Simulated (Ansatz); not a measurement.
# Eu: the cost of one run

Method: DFT PBE, scalar-relativistic, plane waves, PAW, in Ansatz 0.2.0.

## Step 1: The starting structure

It takes space group Im-3m (No. 229, cubic). The conventional cell has a = 4.382 Å, b = 4.382 Å, c = 4.382 Å, α = 90.00°, β = 90.00°, γ = 90.00°. Eu (site symmetry m-3m) has 8 Eu at 3.79 Å as nearest neighbours.

Coordinates:

```xyz
1
Lattice="-2.1910 2.1910 2.1910 2.1910 -2.1910 2.1910 2.1910 2.1910 -2.1910" Properties=species:S:1:pos:R:3 pbc="T T T"
Eu    0.0000    0.0000    0.0000
```

An earlier run at PBE left this cell at 42.074 Å³/atom and 0.00 GPa (14×14×14 mesh).

## Step 2: Ferromagnetic, larger cell

input.yaml reads:

```yaml
crystal:
  lattice:
    - [4.382084751, 0.0, 0.0]
    - [0.0, 4.382084751, 0.0]
    - [0.0, 0.0, 4.382084751]
  atoms:
    - { symbol: Eu, position: [0.0, 0.0, 0.0], spin: 7.0 }
    - { symbol: Eu, position: [0.5, 0.5, 0.5], spin: 7.0 }
basis:
  ecutwfc: 420
  ecutrho_ratio: 4
kpoints:
  mp_grid: { grid: [8, 8, 8] }
hamiltonian:
  xc: pbe
scf:
  occupations: { method: gaussian, width: 0.05 }
  lower_state_search: "off"
output:
  forces: true
  stress: true
  eigenvalues: true
  populations: true
magnetization:
  spin_polarized: true
```

Run with:

```console
$ ansatz run input.yaml --threads 1 --pin off --max-ram 2560MiB --backend cpu --events-out ev --progress --plain --runs-dir out
```

What time and memory should one allow on 1 thread of Arm Neoverse V1, shared host?

About 30 s, with a peak of 0.4 GiB.
